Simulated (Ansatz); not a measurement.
Steps from a short run of molecular dynamics on a 2×2×1 supercell (16 atoms) of GaAs (NiAs type), relaxed with r2SCAN; forces from PBE in Ansatz 0.2.0, 3×3×3 mesh, Fermi-Dirac smearing of 0.052 eV, Langevin thermostat and barostat (NPT), set at 600 K. Computed, non-magnetic; the trajectory is short and the cell small, so nothing here is a converged average. The structure comes from a prototype and may be hypothetical.

Q: At 4 fs the positions in Å are
```
cell (Å): 7.465 0.000 0.000; -3.733 6.465 0.000; 0.000 0.000 6.333
Ga   0.003   0.001  -0.021
Ga   0.010   0.010   3.167
As  -0.018   2.141   1.590
As   1.880   1.085   4.752
Ga  -1.870   3.231  -0.002
Ga  -1.874   3.240   3.166
As  -1.876   5.389   1.590
As   0.003   4.319   4.753
Ga   3.747  -0.005  -0.015
Ga   3.737   0.009   3.158
As   3.724   2.150   1.594
As   5.582   1.058   4.734
Ga   1.875   3.226   0.009
Ga   1.875   3.223   3.178
As   1.871   5.387   1.604
As   3.736   4.318   4.740
```
What are the forces, and how far does the free energy (smearing included) lie above that of step 0, with the atoms on their sites?

A: 0.5 meV an atom; forces in eV/Å:
```
cell (Å), as above: 7.465 0.000 0.000; -3.733 6.465 0.000; 0.000 0.000 6.333
Ga  -0.024   0.001   0.062
Ga  -0.004  -0.016  -0.005
As   0.046   0.069  -0.026
As  -0.051  -0.024   0.012
Ga  -0.001  -0.018  -0.027
Ga   0.037  -0.014   0.010
As   0.063   0.026  -0.054
As  -0.015  -0.099  -0.005
Ga  -0.034  -0.011   0.116
Ga  -0.053  -0.078  -0.031
As   0.044   0.023  -0.075
As   0.094   0.128   0.060
Ga  -0.043   0.046   0.016
Ga  -0.068   0.044  -0.033
As   0.011  -0.042  -0.094
As  -0.002  -0.035   0.073
```

Q: At 20 fs the positions in Å are
```
cell (Å): 7.489 0.000 0.000; -3.745 6.486 0.000; 0.000 0.000 6.354
Ga   0.004   0.042  -0.094
Ga   0.062   0.021   3.174
As  -0.088   2.111   1.645
As   1.939   1.088   4.782
Ga  -1.882   3.234  -0.007
Ga  -1.910   3.281   3.153
As  -1.910   5.418   1.618
As   0.020   4.352   4.777
Ga   3.827  -0.026  -0.083
Ga   3.763   0.007   3.121
As   3.718   2.114   1.642
As   5.575   1.007   4.678
Ga   1.924   3.191   0.065
Ga   1.905   3.236   3.205
As   1.899   5.409   1.685
As   3.763   4.355   4.734
```
What are the forces, and how far does the free energy (smearing included) lie above that of step 0, with the atoms on their sites?

A: 8.2 meV an atom; forces in eV/Å:
```
cell (Å), as above: 7.489 0.000 0.000; -3.745 6.486 0.000; 0.000 0.000 6.354
Ga  -0.032  -0.051   0.277
Ga  -0.024  -0.030   0.001
As   0.257   0.263  -0.169
As  -0.193   0.079  -0.020
Ga  -0.015  -0.032  -0.109
Ga   0.108  -0.029   0.103
As   0.225   0.033  -0.287
As  -0.056  -0.426   0.015
Ga  -0.113  -0.022   0.464
Ga  -0.235  -0.298  -0.036
As   0.153   0.167  -0.299
As   0.307   0.503   0.242
Ga  -0.202   0.218  -0.052
Ga  -0.204   0.018   0.035
As   0.062  -0.196  -0.483
As  -0.041  -0.198   0.318
```

Q: At 24 fs the positions in Å are
```
cell (Å): 7.499 0.000 0.000; -3.749 6.494 0.000; 0.000 0.000 6.362
Ga   0.010   0.054  -0.110
Ga   0.074   0.021   3.175
As  -0.103   2.109   1.661
As   1.951   1.088   4.795
Ga  -1.889   3.235  -0.009
Ga  -1.921   3.296   3.150
As  -1.920   5.433   1.627
As   0.029   4.358   4.785
Ga   3.852  -0.027  -0.096
Ga   3.767  -0.001   3.114
As   3.721   2.097   1.658
As   5.587   0.998   4.671
Ga   1.938   3.184   0.080
Ga   1.909   3.247   3.213
As   1.913   5.412   1.704
As   3.772   4.376   4.736
```
What are the forces, and how far does the free energy (smearing included) lie above that of step 0, with the atoms on their sites?

A: 11.0 meV an atom; forces in eV/Å:
```
cell (Å), as above: 7.499 0.000 0.000; -3.749 6.494 0.000; 0.000 0.000 6.362
Ga  -0.041  -0.049   0.332
Ga  -0.036   0.001   0.011
As   0.292   0.305  -0.201
As  -0.181   0.122  -0.043
Ga  -0.010  -0.023  -0.124
Ga   0.118  -0.045   0.125
As   0.275  -0.005  -0.358
As  -0.095  -0.454   0.038
Ga  -0.123  -0.034   0.501
Ga  -0.233  -0.347   0.005
As   0.159   0.252  -0.338
As   0.296   0.565   0.252
Ga  -0.219   0.245  -0.065
Ga  -0.200  -0.027   0.058
As   0.041  -0.210  -0.564
As  -0.044  -0.295   0.370
```

Q: At 36 fs the positions in Å are
```
cell (Å): 7.534 0.000 0.000; -3.767 6.525 0.000; 0.000 0.000 6.392
Ga   0.021   0.094  -0.136
Ga   0.104   0.021   3.158
As  -0.165   2.103   1.715
As   1.985   1.099   4.849
Ga  -1.907   3.228  -0.005
Ga  -1.942   3.345   3.168
As  -1.944   5.489   1.647
As   0.054   4.364   4.813
Ga   3.925  -0.021  -0.118
Ga   3.768  -0.032   3.099
As   3.753   2.046   1.696
As   5.623   0.973   4.668
Ga   1.959   3.174   0.130
Ga   1.917   3.284   3.247
As   1.959   5.420   1.748
As   3.801   4.436   4.748
```
What are the forces, and how far does the free energy (smearing included) lie above that of step 0, with the atoms on their sites?

A: 19.2 meV an atom; forces in eV/Å:
```
cell (Å), as above: 7.534 0.000 0.000; -3.767 6.525 0.000; 0.000 0.000 6.392
Ga  -0.041  -0.058   0.343
Ga  -0.088   0.056   0.224
As   0.441   0.451  -0.291
As  -0.188   0.189  -0.137
Ga  -0.030   0.042  -0.182
Ga   0.076  -0.062   0.124
As   0.398  -0.194  -0.537
As  -0.214  -0.390   0.150
Ga  -0.175  -0.112   0.509
Ga  -0.124  -0.460   0.170
As   0.093   0.552  -0.378
As   0.286   0.626   0.204
Ga  -0.199   0.261  -0.062
Ga  -0.116  -0.191   0.089
As  -0.091  -0.243  -0.705
As  -0.030  -0.468   0.479
```

Q: At 44 fs the positions in Å are
```
cell (Å): 7.563 0.000 0.000; -3.781 6.550 0.000; 0.000 0.000 6.416
Ga   0.029   0.115  -0.141
Ga   0.131   0.005   3.156
As  -0.194   2.109   1.741
As   1.993   1.110   4.883
Ga  -1.912   3.221  -0.002
Ga  -1.944   3.365   3.184
As  -1.956   5.516   1.653
As   0.069   4.352   4.832
Ga   3.969  -0.018  -0.136
Ga   3.754  -0.050   3.091
As   3.779   2.026   1.713
As   5.650   0.957   4.675
Ga   1.977   3.172   0.155
Ga   1.926   3.314   3.266
As   1.984   5.419   1.777
As   3.819   4.469   4.768
```
What are the forces, and how far does the free energy (smearing included) lie above that of step 0, with the atoms on their sites?

A: 24.0 meV an atom; forces in eV/Å:
```
cell (Å), as above: 7.563 0.000 0.000; -3.781 6.550 0.000; 0.000 0.000 6.416
Ga  -0.061  -0.069   0.322
Ga  -0.188   0.162   0.300
As   0.535   0.394  -0.294
As  -0.130   0.195  -0.191
Ga  -0.046   0.071  -0.231
Ga   0.000  -0.040   0.149
As   0.446  -0.297  -0.626
As  -0.285  -0.246   0.227
Ga  -0.235  -0.181   0.484
Ga   0.018  -0.506   0.274
As   0.068   0.666  -0.371
As   0.283   0.606   0.127
Ga  -0.194   0.274  -0.052
Ga  -0.052  -0.318   0.133
As  -0.181  -0.163  -0.756
As   0.021  -0.548   0.505
```

Q: At 48 fs the positions in Å are
```
cell (Å): 7.579 0.000 0.000; -3.790 6.564 0.000; 0.000 0.000 6.430
Ga   0.035   0.124  -0.144
Ga   0.147   0.000   3.162
As  -0.210   2.114   1.754
As   1.995   1.121   4.900
Ga  -1.913   3.218   0.000
Ga  -1.947   3.378   3.187
As  -1.964   5.526   1.652
As   0.077   4.343   4.840
Ga   3.988  -0.019  -0.143
Ga   3.753  -0.060   3.088
As   3.792   2.017   1.723
As   5.663   0.950   4.682
Ga   1.991   3.171   0.164
Ga   1.934   3.332   3.278
As   1.993   5.416   1.792
As   3.830   4.484   4.781
```
What are the forces, and how far does the free energy (smearing included) lie above that of step 0, with the atoms on their sites?

A: 26.7 meV an atom; forces in eV/Å:
```
cell (Å), as above: 7.579 0.000 0.000; -3.790 6.564 0.000; 0.000 0.000 6.430
Ga  -0.079  -0.069   0.317
Ga  -0.243   0.206   0.302
As   0.585   0.338  -0.296
As  -0.086   0.168  -0.220
Ga  -0.050   0.077  -0.265
Ga  -0.032  -0.037   0.181
As   0.464  -0.302  -0.642
As  -0.335  -0.162   0.267
Ga  -0.265  -0.211   0.455
Ga   0.058  -0.529   0.315
As   0.055   0.708  -0.369
As   0.287   0.587   0.103
Ga  -0.196   0.288  -0.032
Ga  -0.023  -0.389   0.150
As  -0.187  -0.103  -0.777
As   0.047  -0.571   0.509
```
